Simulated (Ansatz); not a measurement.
# Yb (P-1) in Ansatz: convergence with smearing width

Aim: find how far smearing width must go before the results for Yb settle, at r2SCAN. This setting moves, with any that are tied to it; all else stays.

Program: Ansatz 0.2.0. These are calculated values, not measurements. Logs are shortened: lines on timing, memory, paths and dates and some standing lists are left out, and cuts for length are marked.

## (1) The cell of the first run

The typed cell holds 1 atom: a = 3.887 Å, b = 3.913 Å, c = 3.874 Å, α = 60.03°, β = 59.41°, γ = 59.36°.

The cell isn't the ideal one: cell strained at random at fixed volume.

## (2) With smearing width 0.3 eV

input.yaml reads:

```yaml
crystal:
  lattice:
    - [0.027869, 2.740639, 2.756884]
    - [2.750429, 0.001166, 2.783586]
    - [2.730472, 2.747384, 0.021124]
  atoms:
    - { symbol: Yb, position: [0.005397, 0.012842, -0.015221], spin: 1.0 }
hamiltonian:
  xc: r2scan
  pseudopotentials: { kind: paw }
magnetization:
  spin_polarized: true
kpoints:
  mp_grid: { grid: [6, 6, 6] }
scf:
  occupations: { method: fermi_dirac, width: 0.3 }
output:
  forces: true
  stress: true
  eigenvalues: true
```

Potentials or basis: Ansatz PAW.

Launch:

```console
> ansatz run input.yaml --threads 2 --pin off --max-ram 5632MiB --backend cpu --events-out ev --progress --plain --runs-dir out
```

Standard output:

```text
Warning: where an SCF of this run starts from atoms to list the orders of its open shells, Yb (site 0, from 0) starts with 0.44 μB on its 4f shell and 0.44 μB on its 5d shell, in the place of the 1.00 μB that the deck gives it: its open shells can hold no more by Hund's first rule. To start from spheres of the given moment, type scf.initial_density.shell_occupations: []
Warning: RAYON_NUM_THREADS=2 ignored (pool sized by the plan → 2); use --threads N
band count auto-derived: 18 (N_el = 24.0; filled up to band 12; 17 by the electrons, moments and atoms)
Engine: ansatz 0.2.0, x86_64-unknown-linux-gnu
Pseudopotentials: kind: paw
Pseudopotential: Yb, paw, valence charge 24, recommended cutoff 500 eV (meta_gga), Yb.paw.azcp
Functional definition: r2SCAN
  parameter k0 = 0.174
  parameter k1 = 0.065
  parameter a1 = 4.9479
  exchange = r2scan_x(k0 = k0, k1 = k1, a1 = a1)
  correlation = r2scan_c
Crystal: 1 atoms, lattice volume = 41.281 Å³
Basis set: ecut = 500 eV, 1035 PW (Γ), exchange–correlation on 120×120×120 points (64 copies of the dense FFT grid, shifted against one another)
Bands: 18, of which v1, the nominal top of the filled ones, is band 12 counted from 1 (11 counted from 0)
Symmetry: 2 space group operations
Space group: P-1 (ITA 2), of the structure as read, at distance tolerance 3.5e-5 Å
Magnetic group: BNS 2.4 (UNI 4), of the structure as read, at distance tolerance 3.5e-5 Å
k-points: 112 of 216
Non-local potential: Yb, projectors of the file, l = 0: 3, l = 1: 2, l = 2: 2, l = 3: 3
PAW form: soft (Blöchl's): semilocal exchange-correlation on the pseudo side does not see the compensation charge
PAW frozen core: Yb, regenerated for the run's functional (the file was generated under x = pbe(κ = 0.804, μ = 0.2195149727645171), c = pbe(β = 0.06672455060314922))
PAW one-centre angular grid: Yb, 2702 points (default); XC on 160 Gauss nodes
Initial density: superposition of atomic densities (chi_scale 0.1, normalization cell)
Starting moments: Σ|m| = 1 μB on 1 of 1 site
Initial wavefunctions: pseudopotential atomic-orbital guess
Functional: x = r2scan, c = r2scan; τ floored in thin density (d = 2e-4 eV/Å³)
iter 1 solved again at ethr=2.12e-4 eV; its pass at ethr=3.10e-3 eV (dr2=5.10e-2 eV) is discarded
SCF iter   1: F=—  HF=-13806.083095 eV  |F-HF|=—  |Δ(HF+E_count)|=         —  Δρ=2.43e-2 (↑2.28e-2 ↓2.43e-2)  dr2=5.15e-2  dr2_τ=1.55e-3  dr2_m=1.96e-1  M=0.366 μB ∫|m|=0.366 μB  β_m=0.51  ethr=2.12e-4  ⟨swp⟩=1.8  Hψ=25424  notcnv=0
Mixer restart at iter 1: flushing history
preconditioner: auto → Kerker (q_TF=auto, 2.492 Å⁻¹)  [metal: Δε(μ)=0.053 eV  Ē_g=11.993 eV  σ=0.300 eV  W_gap=0.04  n_scr=14 (ndim 8)  ℏωp=27.1 eV  f_vac=0.000  D(μ)=2.30/eV (n_scr^D=14)]
spin=Collinear: Kerker preconditioning applied to the charge; magnetization (m = ρ↑ − ρ↓) channel mixes plain (no charge-response kernel on spin).
[... 24 lines left out ...]
SCF iter  21: F=-13806.179118 eV  HF=-13806.179118 eV  |F-HF|=1.29e-9  |Δ(HF+E_count)|=  8.39e-10  Δρ=1.00e-6 (↑1.00e-6 ↓9.27e-7)  dr2=1.24e-9  dr2_τ=2.51e-12  dr2_m=3.71e-11  M=-0.000 μB ∫|m|=0.000 μB  β_m=1.00  ethr=1.00e-12  ⟨swp⟩=1.0  Hψ=11936  notcnv=0  κ⁻¹=5.0e-6(r=8)
SCF iter  22: F=-13806.179118 eV  HF=-13806.179118 eV  |F-HF|=1.82e-11  |Δ(HF+E_count)|=  5.02e-10  Δρ=3.93e-7 (↑1.43e-7 ↓3.93e-7)  dr2=8.12e-11  dr2_τ=2.15e-13  dr2_m=1.13e-11  M=-0.000 μB ∫|m|=0.000 μB  ethr=1.00e-12  ⟨swp⟩=1.3  Hψ=12244  notcnv=0
SCF 1 converged in 22 iterations: F = -13806.179118 eV  dr2 = 8.12e-11
WARN: the starting moments were not kept: the SCF closed with an absolute magnetisation of 3.5e-5 μB, where they sum to 1 μB in size (1 site). That is at most 0.1 of that sum. Measured as dr2_m measures the in/out step, that magnetisation stands 1.3e-10 eV from none, at or under the dr2_threshold of 1.0e-7 eV: it is no larger than a step whose dr2_m would equal this threshold. The system may hold no moment; this SCF shows only that its start led to no more than that. To try another start: raise the starting moments (crystal.atoms[].spin, magnetization.per_species, magnetization.initial_magnetization, or on a non-collinear deck that types none of these the spinor_matrix: blocks that start its atoms; where the total moment is fixed, keep their sum and leave initial_magnetization as it is; typed ones take the place of any that the run laid by itself, positive ones on a crystal's lanthanoids without a Hubbard term where scf.initial_density.shell_occupations: [] is typed) or, if the notice of its spin-set hold's release reads "site moments contracting" or "site moments show no strong build", lengthen the hold (scf.mixing.spin_hold: { on: { confirm: 4 } }; for m-r²SCAN on two components see the key's manual first). Each may lead to a state that holds a moment. A second SCF, from the converged charge density, with the starting moments and any scf.initial_density.shell_occupations laid on it anew, would have followed, and was not run: the deck does not ask for one (magnetization.retry_lost_moments is false, the default). To let it run, set magnetization.retry_lost_moments: true and run the deck again, where that key's refused combinations let it; where memory then withholds it, that run's warning says so.
this state was not tested for a lower state beside it, because the mixer in use, unlike msr1, does not test its closes by its own steps (another_mixer; see scf.mixing.algorithm and scf.lower_state_search)
SCF converged after 22 iterations
Magnetization: -0.0000 μB (12.0000 up, 12.0000 down)
Absolute magnetization: 0.0000 μB (∫|ρ↑−ρ↓|, with the PAW one-centre terms)
Spin contamination: 0.0000 ħ² per cell (⟨S²⟩ above its minimum at these occupations)
Per-site moments (μB) at R_I (Å): [(-3.5450864579258007e-6, 1.5863020563427752)]
Free energy (F): -13806.179118 eV
Harris-Foulkes:  -13806.179118 eV  (|F-HF|=1.82e-11)
Internal energy: -13805.399563 eV  (E = F + TS)
E sigma→0 (E₀):  -13805.789340 eV
Entropy (-TS):   -0.779554 eV (-779.554 meV/atom)
Fermi energy:    8.982023 eV
--- Per-component energies (eV) ---
  E_band       = -64.622372
  E_kinetic    = 353.041061
  E_local      = -6557.935301  (includes V_loc(G=0)·N_el)
  E_nonlocal   = 539.843689
  E_hartree    = 2843.607609
  E_xc         = -159.539342
  E_vxc        = -227.533792  (∫ρ·V_xc dr)
  E_paw        = -7359.622193  (= ΣΔE_a)
  E_vpaw       = 126.564519  (= ΣTr[D̂ρ^β])
  E_aug_tail   = 0.000002  (compensation charges beyond the density's cutoff)
  E_vtau       = 14.181288  (kinetic-family band-sum trace: ∫τ·v_τ [+ j·A + Jᵃ·Aᵃ] dr)
  E_ewald      = -3465.644295
  E_core_change = 0.849206  (= ΣΔE_core)
  E_smearing   = -0.779554  (= −TS)
  E_closure    = 0.000000  (closes the sum)
  Σ components = -13806.179118   (vs F -13806.179118, Δ=0.00e0)
--- Forces (eV/Å), atoms counted from 1 ---
  atom   1  Yb     0.00000000     0.00000000     0.00000000
  max |Σ_I F_I| component: 0.00e0 eV/Å
--- Stress (GPa, compression-positive) ---
       -2.384079      -0.053889      -0.322510
       -0.053889      -2.429704       0.035789
       -0.322510       0.035789      -2.465123
  P = ⅓ Tr σ = -2.4263 GPa (-24.263 kbar)
--- Band table (eV; the first three rows and the last of 224) ---
  k-point 0 ↑: bands = ["-44.8889", "-16.4443", "-16.4429", "-16.4411", "3.8779", "7.7638", "7.8103", "7.8127", "7.8153", "7.8744", "7.8747", "7.8750", "11.8211", "11.9124", "12.0252", "13.7661", "13.8758", "18.2987"]
  k-point 1 ↑: bands = ["-44.8866", "-16.4956", "-16.4512", "-16.4499", "4.4563", "7.7732", "7.8076", "7.8208", "7.8242", "7.8550", "7.8555", "7.8753", "11.2055", "12.0337", "12.2046", "13.5513", "13.6319", "18.7835"]
  k-point 2 ↑: bands = ["-44.8821", "-16.6007", "-16.4663", "-16.4643", "5.9674", "7.7818", "7.8124", "7.8157", "7.8169", "7.8520", "7.8531", "7.8766", "9.9016", "11.8493", "12.0328", "14.2264", "14.2969", "16.8651"]
  k-point 111 ↓: bands = ["-44.8806", "-16.6455", "-16.4704", "-16.4682", "7.2240", "7.7725", "7.8043", "7.8056", "7.8207", "7.8651", "7.8660", "7.8769", "8.8448", "11.6483", "11.8347", "15.0733", "15.1692", "15.8968"]
```

It took 34 s on 2 threads of AMD EPYC 7R43 (Zen 3), shared host; peak memory 0.64 GiB.

What came out:

- Free energy: -13806.1791 eV
- Pressure: -2.4 GPa
- Band gap on the k mesh: none (metal or under the smearing width)
- Net moment: 0.00 μB per cell
- Absolute moment: 0.00 μB per cell

## (3) With smearing width 0.2 eV

input.yaml, as its differences from that of step 2:

```diff
@@ -15,3 +15,3 @@
 scf:
-  occupations: { method: fermi_dirac, width: 0.3 }
+  occupations: { method: fermi_dirac, width: 0.2 }
 output:
```

Potentials or basis: Ansatz PAW.

Launch:

```console
> ansatz run input.yaml --threads 2 --pin off --max-ram 5632MiB --backend cpu --events-out ev --progress --plain --runs-dir out
```

Wall time 34 s (2 threads of AMD EPYC 7R43 (Zen 3), shared host); peak memory 0.64 GiB.

Results:

```yaml
Free_energy: -13805.9530 eV
Pressure: -2.3 GPa
Band_gap_on_the_k_mesh: none (metal or under the smearing width)
Net_moment: 0.00 μB per cell
Absolute_moment: 0.00 μB per cell
```

## (4) With smearing width 0.15 eV

input.yaml, as its differences from that of step 3:

```diff
@@ -15,3 +15,3 @@
 scf:
-  occupations: { method: fermi_dirac, width: 0.2 }
+  occupations: { method: fermi_dirac, width: 0.15 }
 output:
```

Launch:

```console
> ansatz run input.yaml --threads 2 --pin off --max-ram 5632MiB --backend cpu --events-out ev --progress --plain --runs-dir out
```

Wall time 34 s (2 threads of AMD EPYC 7R43 (Zen 3), shared host); peak memory 0.64 GiB.

Results:

| Item | Value |
| --- | --- |
| Free energy | -13805.8672 eV |
| Pressure | -2.2 GPa |
| Band gap on the k mesh | none (metal or under the smearing width) |
| Net moment | 0.00 μB per cell |
| Absolute moment | 0.00 μB per cell |

## (5) With smearing width 0.1 eV

input.yaml, as its differences from that of step 4:

```diff
@@ -15,3 +15,3 @@
 scf:
-  occupations: { method: fermi_dirac, width: 0.15 }
+  occupations: { method: fermi_dirac, width: 0.1 }
 output:
```

Launch:

```console
> ansatz run input.yaml --threads 2 --pin off --max-ram 5632MiB --backend cpu --events-out ev --progress --plain --runs-dir out
```

It took 48 s on 2 threads of AMD EPYC 7R43 (Zen 3), shared host; peak memory 0.63 GiB.

Results:

```
Free energy            : -13805.8022 eV
Pressure               : -2.3 GPa
Band gap on the k mesh : none (metal or under the smearing width)
Net moment             : 0.00 μB per cell
Absolute moment        : 0.00 μB per cell
```

## (6) With smearing width 0.05 eV

input.yaml, as its differences from that of step 5:

```diff
@@ -15,3 +15,3 @@
 scf:
-  occupations: { method: fermi_dirac, width: 0.1 }
+  occupations: { method: fermi_dirac, width: 0.05 }
 output:
```

Potentials or basis: Ansatz PAW.

Launch:

```console
> ansatz run input.yaml --threads 2 --pin off --max-ram 5632MiB --backend cpu --events-out ev --progress --plain --runs-dir out
```

Wall time 36 s (2 threads of AMD EPYC 7R43 (Zen 3), shared host); peak memory 0.63 GiB.

Results (log left out):

```
Free energy            : -13805.7639 eV
Pressure               : -2.2 GPa
Band gap on the k mesh : none (metal or under the smearing width)
Net moment             : 0.16 μB per cell
Absolute moment        : 0.20 μB per cell
Site moments           : Yb +0.05 μB
```

## (7) With smearing width 0.025 eV

input.yaml, as its differences from that of step 6:

```diff
@@ -15,3 +15,3 @@
 scf:
-  occupations: { method: fermi_dirac, width: 0.05 }
+  occupations: { method: fermi_dirac, width: 0.025 }
 output:
```

Launch:

```console
> ansatz run input.yaml --threads 2 --pin off --max-ram 5632MiB --backend cpu --events-out ev --progress --plain --runs-dir out
```

Run time: 39 s. Hardware: 2 threads of AMD EPYC 7R43 (Zen 3), shared host; peak memory 0.62 GiB.

Results (log left out):

```
Free energy            : -13805.7582 eV
Pressure               : -2.2 GPa
Band gap on the k mesh : none (metal or under the smearing width)
Net moment             : 0.12 μB per cell
Absolute moment        : 0.23 μB per cell
```

## (8) With smearing width 0.01 eV

input.yaml, as its differences from that of step 7:

```diff
@@ -15,3 +15,3 @@
 scf:
-  occupations: { method: fermi_dirac, width: 0.025 }
+  occupations: { method: fermi_dirac, width: 0.01 }
 output:
```

Launch:

```console
> ansatz run input.yaml --threads 2 --pin off --max-ram 5632MiB --backend cpu --events-out ev --progress --plain --runs-dir out
```

It took 47 s on 2 threads of AMD EPYC 7R43 (Zen 3), shared host; peak memory 0.62 GiB.

Results (log left out):

```yaml
Free_energy: -13805.7547 eV
Pressure: -2.2 GPa
Band_gap_on_the_k_mesh: none (metal or under the smearing width)
Net_moment: 0.32 μB per cell
Absolute_moment: 0.32 μB per cell
Site_moments: Yb +0.15 μB
```

## (9) With smearing width 0.005 eV

input.yaml, as its differences from that of step 8:

```diff
@@ -15,3 +15,3 @@
 scf:
-  occupations: { method: fermi_dirac, width: 0.01 }
+  occupations: { method: fermi_dirac, width: 0.005 }
 output:
```

Potentials or basis: Ansatz PAW.

Launch:

```console
> ansatz run input.yaml --threads 2 --pin off --max-ram 5632MiB --backend cpu --events-out ev --progress --plain --runs-dir out
```

It took 42 s on 2 threads of AMD EPYC 7R43 (Zen 3), shared host; peak memory 0.59 GiB.

It converged, with:

* Free energy: -13805.7557 eV
* Pressure: -2.5 GPa
* Band gap on the k mesh: none (metal or under the smearing width)
* Net moment: 0.22 μB per cell
* Absolute moment: 0.25 μB per cell
* Site moments: Yb +0.10 μB

## (10) Summary

| smearing width | energy less the tightest run, at zero smearing (meV/atom) | pressure (GPa) | absolute moment (μB) | SCF cycles | CPU time (s) | peak memory (GiB) |
| --- | --- | --- | --- | --- | --- | --- |
| 0.3 eV | -33.66 | -2.43 | 0.00 | 22 | 65 | 0.64 |
| 0.2 eV | -6.56 | -2.27 | 0.00 | 22 | 67 | 0.64 |
| 0.15 eV | 2.24 | -2.23 | 0.00 | 23 | 65 | 0.64 |
| 0.1 eV | 6.94 | -2.29 | 0.00 | 30 | 93 | 0.63 |
| 0.05 eV | 1.34 | -2.20 | 0.20 | 26 | 69 | 0.63 |
| 0.025 eV | -1.19 | -2.18 | 0.23 | 26 | 76 | 0.62 |
| 0.01 eV | 1.23 | -2.23 | 0.32 | 35 | 91 | 0.62 |
| 0.005 eV | 0.00 | -2.52 | 0.25 | 38 | 81 | 0.59 |

Not settled before the last step: the energy (to 1 meV/atom), the pressure (to 0.1 GPa), the absolute moment (to 0.02 μB). Narrower smearing needs a denser k mesh, so at a fixed mesh the narrowest width isn't the most accurate. The tightest run that finished is the yardstick and may itself not be fully converged.

Caveats: the magnetic or orbital state may not be the lowest; spin-orbit coupling is left out, which moves the levels of the heavy elements; the PAW data sets come from PBE, with cores solved anew for the run's functional, which leaves a small shift of forces and pressure.
